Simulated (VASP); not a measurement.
# WSe2 in VASP: a series of runs

One slab, WSe2, is run at these levels: LDA; tasks: relaxation of shape and atoms at fixed volume, single point.

Everything below comes from runs of VASP 6.6.1. Logs are shortened: lines on timing, memory, paths and dates and some standing lists are left out, and cuts for length are marked.

### 1 The structure

The cell holds a slab with vacuum, 3 atoms: a = 3.318 Å, b = 3.318 Å, c = 21.325 Å, α = 90.00°, β = 90.00°, γ = 120.00°.

### 2 Relaxation of shape and atoms at fixed volume, LDA

INCAR reads:

```
PREC = Accurate
ENCUT = 520
EDIFF = 1E-7
ISMEAR = 0
SIGMA = 0.05
LREAL = F
LASPH = T
NELM = 60
ALGO = Normal
ISIF = 4
LWAVE = F
LCHARG = F
LDIPOL = T
IDIPOL = 3
DIPOL = 0.5 0.5 0.500
IBRION = 2
NSW = 100
EDIFFG = -0.003
```

KPOINTS reads:

```
regular mesh
0
Gamma
  12 12 1
```

POSCAR reads:

```
WSe2
1.0
    3.3178532700      0.0000000000      0.0000000000
   -1.6589266300      2.8733452200      0.0000000000
    0.0000000000      0.0000000000     21.3252245550
W Se
1 2
Direct
    0.6666666700      0.3333333300      0.5000240677
    0.3333333300      0.6666666700      0.5779645848
    0.3333333300      0.6666666700      0.4220354152
```

Potentials or basis: VASP PAW LDA potentials, release 64 (W_sv, Se).

Command:

```sh
cat potpaw_LDA.64/W_sv/POTCAR potpaw_LDA.64/Se/POTCAR > POTCAR
mpirun -np 1 vasp_std > vasp.out
```

OUTCAR:

```text
PREC = Accurate
   ENCUT = 520
   EDIFF = 1E-7
   ISMEAR = 0
   LREAL = F
   LASPH = T
   NELM = 60
   ISIF = 4
   IBRION = 2
   NSW = 100
   EDIFFG = -0.003

 ion  position               nearest neighbor table
   1  0.667  0.333  0.500-   2 2.54   2 2.54   2 2.54   3 2.54   3 2.54   3 2.54
   2  0.333  0.667  0.578-   1 2.54   1 2.54   1 2.54
   3  0.333  0.667  0.422-   1 2.54   1 2.54   1 2.54

  LATTYP: Found a hexagonal cell.
 ALAT       =     3.3178532700
 C/A-ratio  =     6.4274164104

  Lattice vectors:

 A1 = (   3.3178532700,   0.0000000000,   0.0000000000)
 A2 = (  -1.6589266300,   2.8733452200,   0.0000000000)
 A3 = (   0.0000000000,   0.0000000000,  21.3252245550)

Analysis of symmetry for initial positions (statically):
=====================================================================
 Subroutine PRICEL returns:
 Original cell was already a primitive cell.

 Routine SETGRP: Setting up the symmetry group for a
 hexagonal supercell.

 Subroutine GETGRP returns: Found  6 space group operations
 (whereof  6 operations were pure point group operations)
 out of a pool of 24 trial point group operations.

The static configuration has the point symmetry C_3v.

Analysis of symmetry for dynamics (positions and initial velocities):
=====================================================================
 Subroutine PRICEL returns:
 Original cell was already a primitive cell.

 Routine SETGRP: Setting up the symmetry group for a
 hexagonal supercell.

 Subroutine GETGRP returns: Found  6 space group operations
 (whereof  6 operations were pure point group operations)
 out of a pool of 24 trial point group operations.

The dynamic configuration has the point symmetry C_3v.

 Subroutine INISYM returns: Found  6 space group operations
 (whereof  6 operations are pure point group operations),
 and found     1 'primitive' translations

----------------------------------------------------------------------------------------

                                     Primitive cell

  volume of cell :     203.3006

  direct lattice vectors                    reciprocal lattice vectors
     3.317853270  0.000000000  0.000000000     0.301399706  0.174013201  0.000000000
    -1.658926630  2.873345220  0.000000000     0.000000000  0.348026402  0.000000000
[... 94 lines left out ...]
   EMIN   =  10.00;   EMAX   =-10.00  energy-range for DOS
   EFERMI =   0.00;   METHOD = LEGACY
   ISMEAR =     0;   SIGMA  =   0.05  broadening in eV -4-tet -1-fermi 0-gaus
   EFERMI_NEDOS =   21; number of points for ismear=-14 and -15
   IALGO  =     38    algorithm
   IMIX   =      4    mixing-type and parameters
     AMIX     =   0.40;   BMIX     =  1.00
     AMIX_MAG =   1.60;   BMIX_MAG =  1.00
  volume/ion in A,a.u.               =      67.77       457.31
  Fermi-wavevector in a.u.,A,eV,Ry     =   0.824808  1.558662  9.256165  0.680309
  Thomas-Fermi vector in A             =   1.936558
   LORBIT       =      0    0 simple, 1 ext, 2 COOP (PROOUT), +10 PAW based schemes
   GGA     = CA    functional components
   LHFCALC =     F    Hartree Fock is set to
   AEXX    =    0.0000 exact exchange contribution
   IVDW    =     0    specifies the selected vdW correction
   LEPSILON=     F    determine dielectric tensor
   LRPA    =     F    only Hartree local field effects (RPA)
 conjugate gradient relaxation of ions
 non-spin polarized calculation
 Gauss-broadening in eV      SIGMA  =   0.05
  energy-cutoff  :      520.00
  volume of cell :      203.30
 maximum number of plane-waves:      5504
 NGX is ok and might be reduce to    28

 dipolmoment           0.000000      0.000000     -0.000093 electrons x Angstroem

--------------------------------------- Ionic step        1  -------------------------------------------

 number of electron      25.9999994 magnetization

 Free energy of the ion-electron system (eV)
  ---------------------------------------------------
  ext. energy  EPLUGINS =         0.00000000
  ---------------------------------------------------
  free energy    TOTEN  =       -24.08344973 eV

  energy without entropy =      -24.08344973  energy(sigma->0) =      -24.08344973

------------------------ aborting loop because EDIFF is reached ----------------------------------------

  FORCE on cell =-STRESS in cart. coord.  units (eV):
  Direction    XX          YY          ZZ          XY          YZ          ZX
  --------------------------------------------------------------------------------------
  -------------------------------------------------------------------------------------
  Total       -2.1560093     -2.1560093     -1.1254749     -0.0000000      0.0000000     -0.0000000
  in kB      -16.9911438    -16.9911438     -8.8696768     -0.0000000      0.0000000     -0.0000000
  external PRESSURE =     -14.2839881 kB  Pullay stress =       0.0000000 kB
[... 252 lines left out ...]
 number of electron      26.0000003 magnetization

 dipolmoment           0.000000      0.000000      0.000013 electrons x Angstroem

 Free energy of the ion-electron system (eV)
  ---------------------------------------------------
  ext. energy  EPLUGINS =         0.00000000
  ---------------------------------------------------
  free energy    TOTEN  =       -24.12478615 eV

  energy without entropy =      -24.12478615  energy(sigma->0) =      -24.12478615

 E-fermi :  -1.7263     XC(G=0):  -3.7126

 val. band max:       -1.9983930432   @ k =   0.3333   0.3333   0.0000
 cond. band min:      -0.3134682527   @ k =   0.1667   0.1667   0.0000
 fundamental gap:      1.6849247905
 Fermi energy:        -1.7262837808

 k-point     1 :       0.0000    0.0000    0.0000
  band No.  band energies     occupation
      1     -75.4897      2.00000
      2     -40.0346      2.00000
      3     -39.8601      2.00000
      4     -39.8601      2.00000
      5     -16.9404      2.00000
      6     -15.6226      2.00000
[... 359 lines left out ...]
      6     -14.4258      2.00000
[... 9 lines left out ...]
     16       1.6808      0.00000
     17       3.2123      0.00000

------------------------ aborting loop because EDIFF is reached ----------------------------------------

 vacuum level on the upper side and lower side of the slab       (xc-potential included)        -0.016        -0.017

  FORCE on cell =-STRESS in cart. coord.  units (eV):
  Direction    XX          YY          ZZ          XY          YZ          ZX
  --------------------------------------------------------------------------------------
  -------------------------------------------------------------------------------------
  Total       -0.0162935     -0.0162935     -0.0198450     -0.0000000      0.0000000     -0.0000000
  in kB       -0.1284059     -0.1284059     -0.1563953     -0.0000000      0.0000000     -0.0000000
  external PRESSURE =      -0.1377357 kB  Pullay stress =       0.0000000 kB
[... 18 lines left out ...]
  FREE ENERGIE OF THE ION-ELECTRON SYSTEM (eV)
  ---------------------------------------------------
  free  energy   TOTEN  =       -24.1247861508 eV

  energy  without entropy=      -24.1247861508  energy(sigma->0) =      -24.12478615

 reached required accuracy - stopping structural energy minimisation

 vacuum level on the upper side and lower side of the slab         3.364         3.363
```

OSZICAR:

```text
N       E                     dE             d eps       ncg     rms          rms(c)
DAV:   1     0.179089664295E+03    0.17909E+03   -0.13476E+04   806   0.122E+03
DAV:   2    -0.938232719885E+01   -0.18847E+03   -0.18571E+03   830   0.256E+02
DAV:   3    -0.249028682229E+02   -0.15521E+02   -0.15456E+02   916   0.736E+01
[... 106 lines left out ...]
DAV:   1    -0.241247888119E+02   -0.52760E-05   -0.18752E-04   647   0.127E-01    0.114E-02
DAV:   2    -0.241247867452E+02    0.20667E-05   -0.23246E-05   768   0.310E-02    0.657E-03
DAV:   3    -0.241247861573E+02    0.58790E-06   -0.43060E-06   755   0.150E-02    0.463E-03
DAV:   4    -0.241247861151E+02    0.42154E-07   -0.10909E-06   849   0.604E-03    0.278E-03
DAV:   5    -0.241247861508E+02   -0.35633E-07   -0.16068E-07   615   0.263E-03
   8 F= -.24124786E+02 E0= -.24124786E+02  d E =-.108528E-05
```

CONTCAR:

```text
WSe2
   1.00000000000000
     3.2524338424382249   -0.0000000007342661   -0.0000000000000000
    -1.6262169169535927    2.8166903336081393    0.0000000000000000
     0.0000000000000000    0.0000000000000000   22.1917229449247202
  W               Se
     1     2
Direct
     0.6666666699999979    0.3333333300000021    0.5000087629227652
     0.3333333300000021    0.6666666699999979    0.5751987272093936
     0.3333333300000021    0.6666666699999979    0.4248165775678376

  0.00000000E+00  0.00000000E+00  0.00000000E+00
  0.00000000E+00  0.00000000E+00  0.00000000E+00
  0.00000000E+00  0.00000000E+00  0.00000000E+00
```

It took 6 min on 1 thread of Intel Xeon Platinum 8488C (Sapphire Rapids), shared host; peak memory 0.31 GiB.

Results:

```yaml
Free_energy: -24.1248 eV
Energy_gained_by_relaxing: 13.8 meV/atom
Ionic_steps: 8
Band_gap_on_the_k_mesh: 1.68 eV, indirect (least direct gap 1.74 eV)
```

Forces in eV/Å, atoms in the order of the input:
```
W    0.000  0.000 -0.001
Se   0.000  0.000 -0.002
Se   0.000  0.000  0.002
```

The path:
```
step  energy change (eV)  largest force (eV/Å)  pressure (GPa)
   1              0.0000                0.3423           -1.43
   2             -0.0193                0.2618           -1.06
   3             -0.0411                0.1066            0.01
   4             -0.0412                0.1025           -0.03
   5             -0.0404                0.2410            0.02
   6             -0.0413                0.0053           -0.02
   7             -0.0413                0.0046           -0.01
   8             -0.0413                0.0025           -0.01
```

Final structure:
```
CELL_PARAMETERS angstrom
3.25243 0.00000 0.00000
-1.62622 2.81669 0.00000
0.00000 0.00000 22.19172
ATOMIC_POSITIONS crystal
W 0.66667 0.33333 0.50001
Se 0.33333 0.66667 0.57520
Se 0.33333 0.66667 0.42482
```

Caveat: spin-orbit coupling is left out, which moves the levels of the heavy elements.

### 3 Single point, LDA

This run uses another cell than the first one, of the same volume but with other edges.

INCAR reads:

```
SYSTEM = WSe2
  ALGO = Normal
  DIPOL = 0.5 0.5 0.500
  EDIFF = 1E-7
  ENCUT = 520
  IDIPOL = 3
  ISIF = 2
  ISMEAR = 0
  LASPH = .TRUE.
  LCHARG = .FALSE.
  LDIPOL = .TRUE.
  LREAL = .FALSE.
  LVACPOTAV = .TRUE.
  LVHAR = .TRUE.
  LWAVE = .FALSE.
  NBANDS = 20
  NELM = 60
  PREC = Accurate
  SIGMA = 0.05
```

KPOINTS reads:

```
k-points
0
G
  18 18 1
  0 0 0
```

POSCAR reads:

```
WSe2                                    
1.0
    3.2524338424     -0.0000000007     -0.0000000000
   -1.6262169170      2.8166903336      0.0000000000
    0.0000000000      0.0000000000     22.1917229449
  W               Se            
     1     2
Direct
     0.6666666699999979    0.3333333300000021    0.5000087629227652
     0.3333333300000021    0.6666666699999979    0.5751987272093936
     0.3333333300000021    0.6666666699999979    0.4248165775678376
```

Potentials or basis: VASP PAW LDA potentials, release 64 (W_sv, Se).

Command:

```sh
cat potpaw_LDA.64/W_sv/POTCAR potpaw_LDA.64/Se/POTCAR > POTCAR
mpirun -np 1 vasp_std > vasp.out
```

Run time: 2.6 min. Hardware: 1 thread of Intel Xeon Platinum 8488C (Sapphire Rapids), shared host; peak memory 0.33 GiB.

The run converged. Its results:

- Free energy: -24.1248 eV
- Band gap on the k mesh: 1.68 eV, indirect (least direct gap 1.74 eV)
- Ionisation potential of the upper face: 5.38 eV

Levels at points of the mesh, in eV from the valence-band top:
```
           k point  band 11  band 12  band 13  band 14  band 15  band 16
(0.00, 0.00, 0.00)    -1.16    -1.16    -0.44     3.12     3.12     3.33
(0.50, 0.00, 0.00)    -2.17    -0.99    -0.79     2.57     2.89     3.79
```

Caveat: spin-orbit coupling is left out, which moves the levels of the heavy elements.
